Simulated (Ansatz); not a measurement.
## Is this TiC structure stable?

It was reached by relaxing an invented guess, and it needn't be the stable form of this composition.

All numbers below come from DFT PBE, scalar-relativistic, plane waves, PAW in Ansatz 0.2.0. Plane waves to 420 eV, a 12×12×4 mesh through Γ for the 8-atom cell and 0.10 eV Gaussian smearing; no spin polarisation.

```cif
data_structure
_symmetry_space_group_name_H-M 'P 1'
_symmetry_Int_Tables_number 1
_cell_length_a 3.1012
_cell_length_b 3.1012
_cell_length_c 9.7827
_cell_angle_alpha 90.000
_cell_angle_beta 90.000
_cell_angle_gamma 120.000
_cell_volume 81.48
loop_
_atom_site_label
_atom_site_type_symbol
_atom_site_fract_x
_atom_site_fract_y
_atom_site_fract_z
_atom_site_occupancy
Ti1 Ti 0.66667 0.33333 0.75000 1
Ti2 Ti 0.00000 0.00000 0.00000 1
Ti3 Ti 0.33333 0.66667 0.25000 1
Ti4 Ti 0.00000 0.00000 0.50000 1
C1 C 0.33333 0.66667 0.87546 1
C2 C 0.66667 0.33333 0.12454 1
C3 C 0.66667 0.33333 0.37546 1
C4 C 0.33333 0.66667 0.62454 1
```

Energies over the elements count from the elements' standard structures at the same level, with no fitted energy shifts.

Question: These tests were run: energy against the elements; phonons on a 3×3×1 q mesh; elastic tensor. What do they show?

Answer:

```tsv
test	result
energy against the elements	−0.74 eV/atom
phonons on a 3×3×1 q mesh	no imaginary mode on the mesh
elastic tensor	least eigenvalue 175 GPa
```

It fails none of these tests. Whether a mixture of other phases lies lower isn't tested here.

The reference form of C is held partly by dispersion forces, which this level lacks. The run for the phonons used a 12×12×4 k mesh and Fermi–Dirac smearing of 0.15 eV. The run for the elastic tensor used a 12×12×4 k mesh and Fermi–Dirac smearing of 0.15 eV.
